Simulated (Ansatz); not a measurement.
The calculation used DFT PBE, scalar-relativistic, plane waves, PAW in Ansatz 0.2.0. Settings: cutoff 420 eV, Γ-centred meshes spaced at most about 0.3 Å⁻¹, and about 0.25 Å⁻¹ or finer for metals (2π included), Gaussian smearing. No spin polarisation.

Temperature and zero-point effects are left out.

Two forms of Mg2Ga2O3 were relaxed alike.

A.

Space group Cmmm (No. 65). a = 6.062 Å, b = 9.555 Å, c = 2.947 Å, α = 90.00°, β = 90.00°, γ = 90.00°
```csv
atom,site,symmetry,x,y,z
Mg,4j,m2m,0.5000,0.7759,0.5000
Ga,4g,2mm,0.7848,0.0000,0.0000
O,4e,..2/m,0.2500,0.2500,0.0000
O,2c,mmm,0.5000,0.0000,0.5000
```

B.

Space group C2/m (No. 12). a = 16.293 Å, b = 3.123 Å, c = 10.355 Å, α = 90.00°, β = 91.19°, γ = 90.00°
| atom | site | symmetry | x | y | z |
| --- | --- | --- | --- | --- | --- |
| Mg | 4i | m | 0.5546 | 0.0000 | 0.8875 |
| Mg | 4i | m | 0.7217 | 0.5000 | 0.8765 |
| Mg | 4i | m | 0.8856 | 0.0000 | 0.8821 |
| Ga | 4i | m | 0.5637 | 0.5000 | 0.6227 |
| Ga | 4i | m | 0.7863 | 0.0000 | 0.5912 |
| Ga | 4i | m | 0.9259 | 0.5000 | 0.6064 |
| O | 4i | m | 0.6094 | 0.5000 | 0.7826 |
| O | 4i | m | 0.7739 | 0.0000 | 0.7665 |
| O | 4i | m | 0.9412 | 0.5000 | 0.7835 |
| O | 2a | 2/m | 0.0000 | 0.0000 | 0.0000 |
| O | 4i | m | 0.6686 | 0.0000 | 0.0018 |

Question: Which is lower in energy, and by how much?

Answer: B is lower, by 189 meV/atom. A has space group Cmmm (No. 65), 12.2 Å³/atom and no gap on its mesh; B has space group C2/m (No. 12), 12.5 Å³/atom and no gap. Counting O atoms around Ga and Mg (those within 1.25 times the shortest such distance or 1.15 times the sum of covalent radii; the shortest distance is added where it is long for a bond), A has Mg 5, Ga 4 from 2.3 Å and B has Mg 6, Ga 1. In A, around Mg lie 5 O at 2.13–2.14 Å; Ga is surrounded by 4 O at 2.27–2.40 Å and 1 Ga at 2.61 Å; O on a site of symmetry 2/m is surrounded by 4 Mg at 2.13 Å and 2 Ga at 2.40 Å; 1 more site not described. In B, around Mg on its first site lie 6 O at 2.11–2.18 Å; Ga on its first site has 1 O at 1.80 Å; O on a site of symmetry m is surrounded by 1 Ga at 1.80 Å and 3 Mg at 2.05–2.11 Å; 8 more sites not described. Origin: A, invented; B, invented, then shaken at random and relaxed again.

Cells relaxed within their symmetry can be saddle points.
